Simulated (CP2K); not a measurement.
The system is PtS2.

```
Pt S
1.0
     3.54320    0.00000    0.00000
    -1.77160    3.06850    0.00000
     0.00000    0.00000    5.03880
Pt S
1 2
Direct
  0.00000 0.00000 0.00000
  0.66667 0.33333 0.77300
  0.33333 0.66667 0.22700
```

Base run:

```yaml
Program: CP2K 2026.2
Functional: PBEsol
Potentials_or_basis: POTENTIAL_UZH Pt GTH-PBE-q18, S GTH-PBE-q6; TZVP-MOLOPT-PBE-GTH basis
Density_cutoff: 6123 eV
k_mesh: 9 × 9 × 5
Occupations: fermi-dirac, width 0.05 eV
Spin: no spin polarisation
```

Its results: band gap on the k mesh 0.96 eV, indirect (least direct gap 1.01 eV); pressure 7.9 GPa; largest force 1.187 eV/Å.

Question: The run is repeated on the same cell with these changes: functional from PBEsol to PBE; ngrids from 5 to 4. What comes out?

Answer: Band gap on the k mesh 1.03 eV, indirect (least direct gap 1.08 eV); pressure 12.4 GPa; largest force 1.419 eV/Å.

Caveats: spin-orbit coupling is left out, which moves the levels of the heavy elements; the basis of atomic orbitals isn't converged, which shifts pressures, moduli and gaps; the potentials were made for another functional, which shifts forces and pressure (some runs); forces of over 1 eV/Å show positions far from the minimum, so gaps and moduli don't describe the material at rest (some runs).

A k mesh can miss the band edges.
